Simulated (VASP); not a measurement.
# ZnO (P6_3mc) in VASP: further runs

One crystal, ZnO, is run at these levels: rev-vdW-DF2, PBE+D3(BJ), PBEsol; tasks: band structure.

All numbers are computed with VASP 6.6.1; they aren't measurements. Logs are shortened: lines on timing, memory, paths and dates and some standing lists are left out, and cuts for length are marked.

**The experiment to reproduce.**

From “Electronic structure of alkaline earth and post-transition metal oxides”, 2009, arxiv:0908.1581, for a bulk crystal of ZnO: band gap 3.37 eV.

The results are compared with them further down.

**1. Starting point**

Symmetry: P6_3mc, No. 186, hexagonal system. The conventional cell has a = 3.259 Å, b = 3.259 Å, c = 5.270 Å, α = 90.00°, β = 90.00°, γ = 120.00°. Around Zn (site symmetry 3m) lie 4 O at 1.99 Å. O (site symmetry 3m) is surrounded by 4 Zn at 1.99 Å.

**2. Band structure, rev-vdW-DF2**

INCAR

```
SYSTEM = ZnO
AGGAC    = 0.0          
ALGO     = Fast           ! electronic algorithm
EDIFF    = 1E-6           ! SCF threshold, eV
ENCUT    = 520            ! plane-wave cutoff, eV
GGA      = MK             ! functional
ICORELEVEL= 1            
ISIF     = 2              ! what is computed and relaxed
ISMEAR   = 0              ! smearing method
LASPH    = .TRUE.         ! aspherical terms in the spheres
LCHARG   = .FALSE.        ! write CHGCAR
LREAL    = .FALSE.        ! projectors in reciprocal space
LUSE_VDW = .TRUE.       
LWAVE    = .FALSE.        ! write WAVECAR
NBANDS   = 26             ! bands
NELM     = 80             ! most SCF steps
PARAM1   = 0.1234       
PARAM2   = 0.711357     
PREC     = Accurate       ! precision mode
SIGMA    = 0.03           ! smearing width, eV
ZAB_VDW  = -1.8867
```

KPOINTS

```
k-points
0
G
  9 9 5
  0 0 0
```

POSCAR

```
ZnO                                     
1.0
    3.2590802964      0.0000000000      0.0000000000
   -1.6295401482      2.8224463269      0.0000000000
    0.0000000000      0.0000000000      5.2703273044
  Zn              O             
     2     2
Direct
     0.3333333300000021    0.6666666699999979    0.5003243411994376
     0.6666666699999979    0.3333333300000021    0.0003243411994376
     0.6666666699999979    0.3333333300000021    0.3786856588005634
     0.3333333300000021    0.6666666699999979    0.8786856588005634
```

KPOINTS_OPT

```
explicit points
96
Reciprocal
 0.0000000000  0.0000000000  0.0000000000 1
 0.0555555556  0.0000000000  0.0000000000 1
 0.1111111111  0.0000000000  0.0000000000 1
 0.1666666667  0.0000000000  0.0000000000 1
 0.2222222222  0.0000000000  0.0000000000 1
 0.2777777778  0.0000000000  0.0000000000 1
 0.3333333333  0.0000000000  0.0000000000 1
 0.3888888889  0.0000000000  0.0000000000 1
 0.4444444444  0.0000000000  0.0000000000 1
 0.5000000000  0.0000000000  0.0000000000 1
 0.5000000000  0.0000000000  0.0000000000 1
 0.4814814815  0.0370370370  0.0000000000 1
 0.4629629630  0.0740740741  0.0000000000 1
 0.4444444444  0.1111111111  0.0000000000 1
 0.4259259259  0.1481481481  0.0000000000 1
 0.4074074074  0.1851851852  0.0000000000 1
 0.3888888889  0.2222222222  0.0000000000 1
 0.3703703703  0.2592592592  0.0000000000 1
 0.3518518518  0.2962962963  0.0000000000 1
 0.3333333333  0.3333333333  0.0000000000 1
 0.3333333333  0.3333333333  0.0000000000 1
 0.2962962963  0.2962962963  0.0000000000 1
 0.2592592592  0.2592592592  0.0000000000 1
 0.2222222222  0.2222222222  0.0000000000 1
 0.1851851852  0.1851851852  0.0000000000 1
 0.1481481481  0.1481481481  0.0000000000 1
 0.1111111111  0.1111111111  0.0000000000 1
 0.0740740741  0.0740740741  0.0000000000 1
 0.0370370370  0.0370370370  0.0000000000 1
 0.0000000000  0.0000000000  0.0000000000 1
 0.0000000000  0.0000000000  0.0000000000 1
 0.0000000000  0.0000000000  0.0555555556 1
 0.0000000000  0.0000000000  0.1111111111 1
 0.0000000000  0.0000000000  0.1666666667 1
 0.0000000000  0.0000000000  0.2222222222 1
 0.0000000000  0.0000000000  0.2777777778 1
 0.0000000000  0.0000000000  0.3333333333 1
 0.0000000000  0.0000000000  0.3888888889 1
 0.0000000000  0.0000000000  0.4444444444 1
 0.0000000000  0.0000000000  0.5000000000 1
 0.0000000000  0.0000000000  0.5000000000 1
 0.0555555556  0.0000000000  0.5000000000 1
 0.1111111111  0.0000000000  0.5000000000 1
 0.1666666667  0.0000000000  0.5000000000 1
 0.2222222222  0.0000000000  0.5000000000 1
 0.2777777778  0.0000000000  0.5000000000 1
 0.3333333333  0.0000000000  0.5000000000 1
 0.3888888889  0.0000000000  0.5000000000 1
 0.4444444444  0.0000000000  0.5000000000 1
 0.5000000000  0.0000000000  0.5000000000 1
 0.5000000000  0.0000000000  0.5000000000 1
 0.4814814815  0.0370370370  0.5000000000 1
 0.4629629630  0.0740740741  0.5000000000 1
 0.4444444444  0.1111111111  0.5000000000 1
 0.4259259259  0.1481481481  0.5000000000 1
 0.4074074074  0.1851851852  0.5000000000 1
 0.3888888889  0.2222222222  0.5000000000 1
 0.3703703703  0.2592592592  0.5000000000 1
 0.3518518518  0.2962962963  0.5000000000 1
 0.3333333333  0.3333333333  0.5000000000 1
 0.3333333333  0.3333333333  0.5000000000 1
 0.2962962963  0.2962962963  0.5000000000 1
 0.2592592592  0.2592592592  0.5000000000 1
 0.2222222222  0.2222222222  0.5000000000 1
 0.1851851852  0.1851851852  0.5000000000 1
 0.1481481481  0.1481481481  0.5000000000 1
 0.1111111111  0.1111111111  0.5000000000 1
 0.0740740741  0.0740740741  0.5000000000 1
 0.0370370370  0.0370370370  0.5000000000 1
 0.0000000000  0.0000000000  0.5000000000 1
 0.5000000000  0.0000000000  0.5000000000 1
 0.5000000000  0.0000000000  0.4444444444 1
 0.5000000000  0.0000000000  0.3888888889 1
 0.5000000000  0.0000000000  0.3333333333 1
 0.5000000000  0.0000000000  0.2777777778 1
 0.5000000000  0.0000000000  0.2222222222 1
 0.5000000000  0.0000000000  0.1666666667 1
 0.5000000000  0.0000000000  0.1111111111 1
 0.5000000000  0.0000000000  0.0555555556 1
 0.5000000000  0.0000000000  0.0000000000 1
 0.3333333333  0.3333333333  0.0000000000 1
 0.3333333333  0.3333333333  0.0555555556 1
 0.3333333333  0.3333333333  0.1111111111 1
 0.3333333333  0.3333333333  0.1666666667 1
 0.3333333333  0.3333333333  0.2222222222 1
 0.3333333333  0.3333333333  0.2777777778 1
 0.3333333333  0.3333333333  0.3333333333 1
 0.3333333333  0.3333333333  0.3888888889 1
 0.3333333333  0.3333333333  0.4444444444 1
 0.3333333333  0.3333333333  0.5000000000 1
 0.0000000000  0.0000000000  0.0000000000 1
 0.0000000000  0.0000000000  0.5000000000 1
 0.3333333333  0.3333333333  0.5000000000 1
 0.3333333333  0.3333333333  0.0000000000 1
 0.5000000000  0.0000000000  0.5000000000 1
 0.5000000000  0.0000000000  0.0000000000 1
```

Potentials or basis: VASP PAW PBE potentials, release 64 (Zn, O).

Started as:

```console
$ cat potpaw_PBE.64/Zn/POTCAR potpaw_PBE.64/O/POTCAR > POTCAR
$ mpirun -np 1 vasp_std > vasp.out
```

OUTCAR:

```text
SYSTEM = ZnO
   EDIFF = 1E-6
   ENCUT = 520
   GGA = MK
   ISIF = 2
   ISMEAR = 0
   LASPH = .TRUE.
   LREAL = .FALSE.
   NELM = 80
   PREC = Accurate

 ion  position               nearest neighbor table
   1  0.333  0.667  0.500-   3 1.99   3 1.99   3 1.99   4 1.99
   2  0.667  0.333  0.000-   4 1.99   4 1.99   4 1.99   3 1.99
   3  0.667  0.333  0.379-   1 1.99   1 1.99   1 1.99   2 1.99
   4  0.333  0.667  0.879-   2 1.99   2 1.99   2 1.99   1 1.99

  LATTYP: Found a hexagonal cell.
 ALAT       =     3.2590802964
 C/A-ratio  =     1.6171210357

  Lattice vectors:

 A1 = (   3.2590802964,   0.0000000000,   0.0000000000)
 A2 = (  -1.6295401482,   2.8224463269,   0.0000000000)
 A3 = (   0.0000000000,   0.0000000000,   5.2703273044)

Analysis of symmetry for initial positions (statically):
=====================================================================
 Subroutine PRICEL returns:
 Original cell was already a primitive cell.

 Routine SETGRP: Setting up the symmetry group for a
 hexagonal supercell.

 Subroutine GETGRP returns: Found 12 space group operations
 (whereof  6 operations were pure point group operations)
 out of a pool of 24 trial point group operations.

The static configuration has the point symmetry C_3v.
 The point group associated with its full space group is C_6v.

Analysis of symmetry for dynamics (positions and initial velocities):
=====================================================================
 Subroutine PRICEL returns:
 Original cell was already a primitive cell.

 Routine SETGRP: Setting up the symmetry group for a
 hexagonal supercell.

 Subroutine GETGRP returns: Found 12 space group operations
 (whereof  6 operations were pure point group operations)
 out of a pool of 24 trial point group operations.

The dynamic configuration has the point symmetry C_3v.
 The point group associated with its full space group is C_6v.

 Subroutine INISYM returns: Found 12 space group operations
 (whereof  6 operations are pure point group operations),
 and found     1 'primitive' translations

----------------------------------------------------------------------------------------

                                     Primitive cell

  volume of cell :      48.4795

  direct lattice vectors                    reciprocal lattice vectors
     3.259080296  0.000000000  0.000000000     0.306835030  0.177151287  0.000000000
    -1.629540148  2.822446327  0.000000000     0.000000000  0.354302574  0.000000000
     0.000000000  0.000000000  5.270327304     0.000000000  0.000000000  0.189741536

  length of vectors
     3.259080296  3.259080294  5.270327304     0.354302574  0.354302574  0.189741536

  position of ions in fractional coordinates (direct lattice)
     0.333333330  0.666666670  0.500324341
     0.666666670  0.333333330  0.000324341
     0.666666670  0.333333330  0.378685659
     0.333333330  0.666666670  0.878685659

  ion indices of the primitive-cell ions
   primitive index   ion index
                 1           1
                 2           2
                 3           3
                 4           4

[... 52 lines left out ...]
 [... further k-points ...]
   k-points           NKPTS =     36   k-points in BZ     NKDIM =     36   number of bands    NBANDS=     26
   number of dos      NEDOS =    301   number of ions     NIONS =      4
   total plane-waves  NPLWV =  23040
   dimension x,y,z NGX =    24 NGY =   24 NGZ =   40
   dimension x,y,z NGXF=    48 NGYF=   48 NGZF=   80
   ions per type =               2   2
   NGX,Y,Z   is equivalent  to a cutoff of  12.24, 12.24, 12.62 a.u.
   NGXF,Y,Z  is equivalent  to a cutoff of  24.48, 24.48, 25.24 a.u.
 SYSTEM =  ZnO
   PREC   = accura    normal or accurate (medium, high low for compatibility)
   ISTART =      0    job   : 0-new  1-cont  2-samecut
   ICHARG =      2    charge: 1-file 2-atom 10-const
   ISPIN  =      1    spin polarized calculation?
   LNONCOLLINEAR =      F non collinear calculations
   LSORBIT =      F    spin-orbit coupling
   LASPH  =      T    aspherical Exc in radial PAW
[... 12 lines left out ...]
   PSTRESS=    0.0 pullay stress
   NELECT =      36.0000    total number of electrons
   NUPDOWN=      -1.0000    fix difference up-down
   EMIN   =  10.00;   EMAX   =-10.00  energy-range for DOS
   EFERMI =   0.00;   METHOD = LEGACY
   ISMEAR =     0;   SIGMA  =   0.03  broadening in eV -4-tet -1-fermi 0-gaus
   EFERMI_NEDOS =   21; number of points for ismear=-14 and -15
   IALGO  =     68    algorithm
   IMIX   =      4    mixing-type and parameters
     AMIX     =   0.40;   BMIX     =  1.00
     AMIX_MAG =   1.60;   BMIX_MAG =  1.00
  volume/ion in A,a.u.               =      12.12        81.79
  Fermi-wavevector in a.u.,A,eV,Ry     =   1.482482  2.801486 29.902260  2.197754
  Thomas-Fermi vector in A             =   2.596263
   LORBIT       =      0    0 simple, 1 ext, 2 COOP (PROOUT), +10 PAW based schemes
   GGA     = MK    functional components
   LHFCALC =     F    Hartree Fock is set to
   AEXX    =    0.0000 exact exchange contribution
   IVDW_NL    =     1    kernel type
   BPARAM     = 6.3000
   IVDW    =     0    specifies the selected vdW correction
   LEPSILON=     F    determine dielectric tensor
   LRPA    =     F    only Hartree local field effects (RPA)
 non-spin polarized calculation
 RMM-DIIS sequential band-by-band and
 Gauss-broadening in eV      SIGMA  =   0.03
  energy-cutoff  :      520.00
  volume of cell :       48.48
 maximum number of plane-waves:      1319
   NGX = 13   NGY = 13   NGZ = 19

 number of electron      36.0000039 magnetization

 Free energy of the ion-electron system (eV)
  ---------------------------------------------------
  ext. energy  EPLUGINS =         0.00000000
  ---------------------------------------------------
  free energy    TOTEN  =        -9.89630894 eV

  energy without entropy =       -9.89630894  energy(sigma->0) =       -9.89630894

 the core state eigenenergies are
   1-  1s  -9517.1104  2s  -1150.6367  2p   -996.2800  3s   -122.1531  3p    -76.3465

   2-  1s  -9517.1104  2s  -1150.6367  2p   -996.2800  3s   -122.1531  3p    -76.3465

   3-  1s   -503.5793
   4-  1s   -503.5793

 E-fermi :   1.0517     XC(G=0): -10.9833

 val. band max:        0.8600436360   @ k =   0.0000   0.0000   0.0000
 cond. band min:       1.6096422093   @ k =   0.0000   0.0000   0.0000
 fundamental gap:      0.7495985733
 Fermi energy:         1.0516874095

 k-point     1 :       0.0000    0.0000    0.0000
  band No.  band energies     occupation
      1     -16.9727      2.00000
      2     -16.2709      2.00000
      3      -4.7752      2.00000
      4      -4.7752      2.00000
      5      -4.7442      2.00000
      6      -4.6547      2.00000
[... 275 lines left out ...]
     21       9.3838      0.00000
     22       9.5027      0.00000

------------------------ aborting loop because EDIFF is reached ----------------------------------------

  FORCE on cell =-STRESS in cart. coord.  units (eV):
  Direction    XX          YY          ZZ          XY          YZ          ZX
  --------------------------------------------------------------------------------------
  -------------------------------------------------------------------------------------
  Total        0.0218849      0.0218849      0.0286167      0.0000000     -0.0000000      0.0000000
  in kB        0.7232641      0.7232641      0.9457398      0.0000000     -0.0000000      0.0000000
  external PRESSURE =       0.7974226 kB  Pullay stress =       0.0000000 kB

 VOLUME and BASIS-vectors are now :
 -----------------------------------------------------------------------------
  energy-cutoff  :      520.00
  volume of cell :       48.48
      direct lattice vectors                 reciprocal lattice vectors
     3.259080296  0.000000000  0.000000000     0.306835030  0.177151287  0.000000000
    -1.629540148  2.822446327  0.000000000     0.000000000  0.354302574  0.000000000
     0.000000000  0.000000000  5.270327304     0.000000000  0.000000000  0.189741536

 POSITION                                       TOTAL-FORCE (eV/Angst)
 -----------------------------------------------------------------------------------
     -0.00000      1.88163      2.63687         0.000000     -0.000000     -0.001510
      1.62954      0.94082      0.00171        -0.000000      0.000000     -0.001510
      1.62954      0.94082      1.99580         0.000000     -0.000000      0.001510
     -0.00000      1.88163      4.63096        -0.000000      0.000000      0.001510
 -----------------------------------------------------------------------------------
    total drift:                                0.000004     -0.000003     -0.000547

  FREE ENERGIE OF THE ION-ELECTRON SYSTEM (eV)
  ---------------------------------------------------
  free  energy   TOTEN  =        -9.8963089410 eV

  energy  without entropy=       -9.8963089410  energy(sigma->0) =       -9.89630894

Total vdW correction in eV:      6.7710761
```

Wall time 46 s (1 thread of Intel Xeon 6975P-C (Granite Rapids), shared host); peak memory 0.36 GiB.

Results:

```yaml
Free_energy: -9.8963 eV
Pressure: 0.1 GPa
Band_gap_on_the_k_mesh: 0.75 eV, direct
Band_gap_along_the_path: 0.75 eV, direct
```

Levels at the corners of the path, in eV from the valence-band top:
| point | band 14 | band 15 | band 16 | band 17 | band 18 | band 19 | band 20 | band 21 | band 22 | band 23 |
| --- | --- | --- | --- | --- | --- | --- | --- | --- | --- | --- |
| Γ | -0.77 | -0.77 | -0.08 | 0.00 | 0.00 | 0.75 | 5.13 | 8.10 | 12.77 | 12.77 |
| M | -3.50 | -2.78 | -2.20 | -1.27 | -0.81 | 5.68 | 6.82 | 7.50 | 8.34 | 10.46 |
| M | -3.50 | -2.78 | -2.20 | -1.27 | -0.81 | 5.68 | 6.82 | 7.50 | 8.34 | 10.46 |
| K | -3.51 | -3.51 | -1.89 | -1.89 | -1.69 | 7.56 | 7.56 | 7.60 | 8.09 | 10.63 |
| K | -3.51 | -3.51 | -1.89 | -1.89 | -1.69 | 7.56 | 7.56 | 7.60 | 8.09 | 10.63 |
| Γ | -0.77 | -0.77 | -0.08 | 0.00 | 0.00 | 0.75 | 5.13 | 8.10 | 12.77 | 12.77 |
| Γ | -0.77 | -0.77 | -0.08 | 0.00 | 0.00 | 0.75 | 5.13 | 8.10 | 12.77 | 12.77 |
| A | -2.26 | -0.38 | -0.38 | -0.38 | -0.38 | 3.39 | 3.39 | 9.94 | 9.94 | 13.07 |
| A | -2.26 | -0.38 | -0.38 | -0.38 | -0.38 | 3.39 | 3.39 | 9.94 | 9.94 | 13.07 |
| L | -3.75 | -1.46 | -1.46 | -1.36 | -1.36 | 5.65 | 5.65 | 8.28 | 8.28 | 11.20 |
| L | -3.75 | -1.46 | -1.46 | -1.36 | -1.36 | 5.65 | 5.65 | 8.28 | 8.28 | 11.20 |
| H | -3.69 | -2.64 | -2.64 | -1.23 | -1.23 | 7.84 | 7.84 | 7.94 | 7.94 | 8.73 |
| H | -3.69 | -2.64 | -2.64 | -1.23 | -1.23 | 7.84 | 7.84 | 7.94 | 7.94 | 8.73 |
| A | -2.26 | -0.38 | -0.38 | -0.38 | -0.38 | 3.39 | 3.39 | 9.94 | 9.94 | 13.07 |
| L | -3.75 | -1.46 | -1.46 | -1.36 | -1.36 | 5.65 | 5.65 | 8.28 | 8.28 | 11.20 |
| M | -3.50 | -2.78 | -2.20 | -1.27 | -0.81 | 5.68 | 6.82 | 7.50 | 8.34 | 10.46 |
| K | -3.51 | -3.51 | -1.89 | -1.89 | -1.69 | 7.56 | 7.56 | 7.60 | 8.09 | 10.63 |
| H | -3.69 | -2.64 | -2.64 | -1.23 | -1.23 | 7.84 | 7.84 | 7.94 | 7.94 | 8.73 |

Core levels (eV, on the scale of the bands):
```csv
atom,levels
1 Zn,"1s -9517.1, 2s -1150.6, 2p -996.3, 3s -122.2, 3p -76.3"
2 Zn,"1s -9517.1, 2s -1150.6, 2p -996.3, 3s -122.2, 3p -76.3"
3 O,1s -503.6
4 O,1s -503.6
```

Caveat: the PAW data sets were made with another functional, which shifts forces and pressure a little.

[end of part 1 of 2]
